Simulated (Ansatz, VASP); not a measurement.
## Si: VASP beside Ansatz

```
Si
1.0
     3.86754    0.00000    0.00000
     0.00000    5.46952    0.00000
     0.00000    0.00000   17.86754
Si
6
Direct
  0.50000 0.00000 0.39177
  0.00000 0.25000 0.39177
  0.00000 0.50244 0.49744
  0.50000 0.74756 0.49744
  0.50000 0.00986 0.60019
  0.00000 0.24014 0.60019
```

Alike in both runs: functional PBE; k mesh 7 × 5 × 1; occupations gaussian, width 0.05 eV; no spin polarisation.

Ansatz relaxed the structure, and its values are those at the end. VASP's run is a single point on that final structure, the one shown.

```csv
,VASP,Ansatz
version,VASP 6.6.1,Ansatz 0.2.0
potentials or method,"VASP PAW PBE potentials, release 64 (Si)","scalar-relativistic, plane waves, PAW"
plane-wave cutoff (eV),520,420
valence electrons in the cell,24,24
```

|  | VASP | Ansatz | Ansatz less VASP |
| --- | --- | --- | --- |
| gap on the k mesh at the Fermi level (eV) | none | none | - |
| rms of the force components (eV/Å) | 0.209 | 0.208 | -0.0010 |

A gap of «none» marks a metal or a gap that the smearing closes. With one functional, cell and mesh, what is left measures potentials, basis and numerics.
